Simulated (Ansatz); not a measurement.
**Nb3Sn: from a trial structure to a relaxed crystal**

The calculation used DFT PBE, scalar-relativistic, plane waves, PAW in Ansatz. Cutoff 420 eV, Γ-centred k mesh, Gaussian smearing, no spin polarisation in the final step.

Nb3Sn was placed on the Ni3Sn (D0_19) structure type (P6_3/mmc, No. 194), with Nb in place of Ni, at a guessed volume.

```xyz
8
Lattice="5.9790 0.0000 0.0000 -2.9895 5.1780 0.0000 0.0000 0.0000 4.7991" Properties=species:S:1:pos:R:3 pbc="T T T"
Nb    2.9895    3.4485    1.1998
Nb   -1.4918    4.3133    3.5993
Nb    1.4977    0.8647    1.1998
Nb    0.0000    1.7295    3.5993
Nb    4.4813    0.8647    1.1998
Nb    1.4918    4.3133    3.5993
Sn    0.0000    3.4520    1.1998
Sn    2.9895    1.7260    3.5993
```

Cell and atoms relax at zero pressure; the relaxation can't lower the symmetry of the start. After a coarse first stage the cell is made exact in the group found at 0.06 Å.

Formation energies are uncorrected and refer to the elements' standard structures at the same level.

Q: Describe the relaxed structure.

A: It keeps P6_3/mmc (No. 194). The result has the Ni3Sn (D0_19) structure. Conventional cell: a = 5.969 Å, c = 4.944 Å. Nb is coordinated by 6 Nb at 2.83–2.96 Å, 4 Sn at 2.99–3.06 Å and 2 Nb at 3.14 Å; Sn is coordinated by 12 Nb at 2.99–3.06 Å.

Space group P6_3/mmc (No. 194). a = 5.969 Å, b = 5.969 Å, c = 4.944 Å, α = 90.00°, β = 90.00°, γ = 120.00°
```json
{"atom": "Nb", "site": "6h", "symmetry": "mm2", "x": "0.8418", "y": "0.6835", "z": "0.2500"}
{"atom": "Sn", "site": "2c", "symmetry": "-6m2", "x": "0.3333", "y": "0.6667", "z": "0.2500"}
```

Q: What are its volume, energy, density and gap?

A: The volume per atom is 19.07 Å³. The density is 8.65 g/cm³ and the energy over the elements is -0.06 eV/atom. The gap on the 6×6×8 mesh is 0 eV (a metal).

The final run used a 6×6×8 mesh on its 8-atom cell and 0.10 eV smearing. For metals, differences of a few meV/atom aren't resolved. A structure relaxed within its symmetry needn't be a true minimum.

Cost: 3 runs of about 1.5 core-minutes in all, on Intel Xeon 6975P-C (Granite Rapids) (shared hosts).